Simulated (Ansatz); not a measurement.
Input, command and steps of an Ansatz relaxation.

```yaml
crystal:
  lattice:
    - [4.2815906892, 0.0, 0.0]
    - [0.0, 4.2815906892, 0.0]
    - [0.0, 0.0, 4.2815906892]
  atoms:
    - { symbol: Si, position: [0.8469890447, 0.8469890447, 0.8469890447] }
    - { symbol: Si, position: [0.6530109553, 0.1530109553, 0.3469890447] }
    - { symbol: Si, position: [0.3469890447, 0.6530109553, 0.1530109553] }
    - { symbol: Si, position: [0.1530109553, 0.3469890447, 0.6530109553] }
    - { symbol: Ni, position: [0.1503002648, 0.1503002648, 0.1503002648] }
    - { symbol: Ni, position: [0.3496997352, 0.8496997352, 0.6503002648] }
    - { symbol: Ni, position: [0.6503002648, 0.3496997352, 0.8496997352] }
    - { symbol: Ni, position: [0.8496997352, 0.6503002648, 0.3496997352] }
basis:
  ecutwfc: 420
kpoints:
  mp_grid: { grid: [8, 8, 8] }
hamiltonian:
  xc: pbesol
scf:
  occupations: { method: gaussian, width: 0.1 }
output:
  forces: true
  stress: true
  eigenvalues: true
relax:
  adjacent_minimum: "off"
  f_tol: 0.01
  max_steps: 30
```

```bash
ansatz run input.yaml --threads 2 --pin off --max-ram 5120MiB --backend cpu --events-out ev --progress --plain --runs-dir out
```

All numbers below come from DFT PBEsol, scalar-relativistic, plane waves, PAW (Ansatz).

The volume is held at 0.88 times that of the relaxed cell.

Of 3 frames 3 are shown, positions in Å and forces in eV/Å; the SCF threshold varies from step to step. Spin polarisation was left out; whether the Ni atoms would carry moments isn't shown by this run.

```xyz
8
Lattice="4.2816 0.0000 0.0000 0.0000 4.2816 0.0000 0.0000 0.0000 4.2816" Properties=species:S:1:pos:R:3:forces:R:3 pbc="T T T" step=1 free_energy_over_end_meV_per_atom=0.02
Si    3.6265    3.6265    3.6265    0.0092    0.0092    0.0092
Si    2.7959    0.6551    1.4857   -0.0092   -0.0092    0.0092
Si    1.4857    2.7959    0.6551    0.0092   -0.0092   -0.0092
Si    0.6551    1.4857    2.7959   -0.0092    0.0092   -0.0092
Ni    0.6435    0.6435    0.6435    0.0134    0.0134    0.0134
Ni    1.4973    3.6381    2.7843   -0.0134   -0.0134    0.0134
Ni    2.7843    1.4973    3.6381    0.0134   -0.0134   -0.0134
Ni    3.6381    2.7843    1.4973   -0.0134    0.0134   -0.0134
8
Lattice="4.2816 0.0000 0.0000 0.0000 4.2816 0.0000 0.0000 0.0000 4.2816" Properties=species:S:1:pos:R:3:forces:R:3 pbc="T T T" step=2 free_energy_over_end_meV_per_atom=0.01
Si    3.6266    3.6266    3.6266    0.0066    0.0066    0.0066
Si    2.7958    0.6550    1.4858   -0.0066   -0.0066    0.0066
Si    1.4858    2.7958    0.6550    0.0066   -0.0066   -0.0066
Si    0.6550    1.4858    2.7958   -0.0066    0.0066   -0.0066
Ni    0.6438    0.6438    0.6438    0.0104    0.0104    0.0104
Ni    1.4970    3.6378    2.7846   -0.0104   -0.0104    0.0104
Ni    2.7846    1.4970    3.6378    0.0104   -0.0104   -0.0104
Ni    3.6378    2.7846    1.4970   -0.0104    0.0104   -0.0104
8
Lattice="4.2816 0.0000 0.0000 0.0000 4.2816 0.0000 0.0000 0.0000 4.2816" Properties=species:S:1:pos:R:3:forces:R:3 pbc="T T T" step=3 free_energy_over_end_meV_per_atom=0.00
Si    3.6270    3.6270    3.6270    0.0007    0.0007    0.0007
Si    2.7954    0.6546    1.4862   -0.0007   -0.0007    0.0007
Si    1.4862    2.7954    0.6546    0.0007   -0.0007   -0.0007
Si    0.6546    1.4862    2.7954   -0.0007    0.0007   -0.0007
Ni    0.6447    0.6447    0.6447    0.0000    0.0000    0.0000
Ni    1.4961    3.6369    2.7855    0.0000    0.0000    0.0000
Ni    2.7855    1.4961    3.6369    0.0000    0.0000    0.0000
Ni    3.6369    2.7855    1.4961    0.0000    0.0000    0.0000
```

It took 58 s on 2 threads of AMD EPYC 7R43 64-Core Processor (Zen 3), on a shared host, peak memory 0.47 GiB.